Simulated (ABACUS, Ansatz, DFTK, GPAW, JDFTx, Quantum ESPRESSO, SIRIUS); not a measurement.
# WS2: 7 runs at one level of theory

```
CELL_PARAMETERS angstrom
3.18352 0.00000 0.00000
-1.59176 2.75701 0.00000
0.00000 0.00000 16.95058
ATOMIC_POSITIONS crystal
W 0.99775 0.00096 0.99765
S 0.33985 0.65947 0.09287
S 0.33153 0.65848 0.90878
```

The cell comes from a database or a generator and needn't be the stable form of this composition.

The cell holds a layer with vacuum beside it, so values per volume hang on the cell's height.

Atoms were shifted at random by some hundredths of an Å from the given cell, which wasn't relaxed again for these runs.

Alike in all runs: task single point; functional PBEsol; k mesh 10 × 10 × 2; occupations fermi-dirac, width 0.05 eV; no spin polarisation; no spin-orbit coupling.

```csv
program and potentials,plane-wave cutoff (eV),notes,band gap (eV),largest force (eV/Å),energy over the undisturbed cell (meV/atom)
"Quantum ESPRESSO, GBRV 1.5 PBEsol",762,-,1.91,1.890,20.83
"DFTK, PseudoDojo SR PBEsol 0.4.1 standard (PBEsol)",1007,-,1.91,1.878,-
"JDFTx, PseudoDojo-SR-PBEsol-0.4.1-standard with smoothed tails",1007,-,1.91,1.878,20.72
"SIRIUS, PseudoDojo 0.4.1 PBEsol standard (scalar relativistic)",1030,-,1.91,1.878,-
"ABACUS, PseudoDojo NC SR 0.4.1 PBEsol standard, plane waves",1007,-,1.91,1.878,20.72
"GPAW, PAW data sets generated for this functional",600,-,1.91,1.884,20.79
"Ansatz, all-electron LAPW, scalar-relativistic",-,-,1.91,1.878,-
```

Force on atom 1 (W), eV/Å:

```csv
program and potentials,x,y,z
"Quantum ESPRESSO, GBRV 1.5 PBEsol",0.570,-0.511,1.728
"DFTK, PseudoDojo SR PBEsol 0.4.1 standard (PBEsol)",0.567,-0.508,1.716
"JDFTx, PseudoDojo-SR-PBEsol-0.4.1-standard with smoothed tails",0.567,-0.508,1.717
"SIRIUS, PseudoDojo 0.4.1 PBEsol standard (scalar relativistic)",0.567,-0.508,1.717
"ABACUS, PseudoDojo NC SR 0.4.1 PBEsol standard, plane waves",0.567,-0.508,1.717
"GPAW, PAW data sets generated for this functional",0.568,-0.509,1.723
"Ansatz, all-electron LAPW, scalar-relativistic",0.567,-0.508,1.717
```

All agree on the band gap. The gap is indirect and read on the mesh alone.

Differences between rows come from potentials, basis sets and numerical settings, since the functional is the same but for its coding. Runs on potential files found faulty are left out.

The common gap of 1.91 eV lies between bands of mainly W 5d character, split by the trigonal-prismatic sulfur field and mixed with S 3p. Its indirect nature conflicts with the direct gap at K well known for a WS2 monolayer. The likely cause is the sampling: a 10 × 10 in-plane mesh doesn't contain K, where both band edges are expected, so the true gap of this model is probably somewhat smaller. Spin-orbit coupling would lower it further by splitting the W-derived valence states at K.

The largest force is that on tungsten and is mostly out of plane. It points away from the nearer sulfur layer, as expected of a restoring force when one set of stiff, covalent W–S bonds is compressed and the other stretched. The GBRV and GPAW runs give slightly larger forces than the all-electron result, which the other runs match almost exactly. This agreement supports the numerical description of the bonding near equilibrium, but not the accuracy of PBEsol for the measured quasiparticle or optical gap.
